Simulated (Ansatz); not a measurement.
Be:

```
Be
1.0
     2.28530    0.00000    0.00000
    -1.14265    1.97913    0.00000
     0.00000    0.00000    3.58420
Be
2
Direct
  0.66667 0.33333 0.75000
  0.33333 0.66667 0.25000
```

Base run:

```yaml
Program: Ansatz 0.2.0
Functional: LDA
Potentials_or_basis: all-electron LAPW, scalar-relativistic
Cutoff: 141 eV
Density_cutoff: 563 eV
Basis_error_allowed: 0.001 eV/atom
k_mesh: 13 × 13 × 8
Occupations: fermi-dirac, width 0.05 eV
Spin: no spin polarisation
```

Its results: pressure -8.3 GPa.

Question: After a change of settings the same cell gave: pressure 0.2 GPa. Which change was it?
A. functional from LDA to PBE; occupations from fermi-dirac, width 0.05 eV to gaussian, width 0.1 eV
B. functional from LDA to RPBE; occupations from fermi-dirac, width 0.05 eV to gaussian, width 0.02 eV
C. occupations from fermi-dirac, width 0.05 eV to gaussian, width 0.05 eV
D. functional from LDA to PBEsol; potentials or basis from all-electron LAPW, scalar-relativistic to all-electron LAPW, non-relativistic

Answer: B.

Not every run made on this cell is shown here.
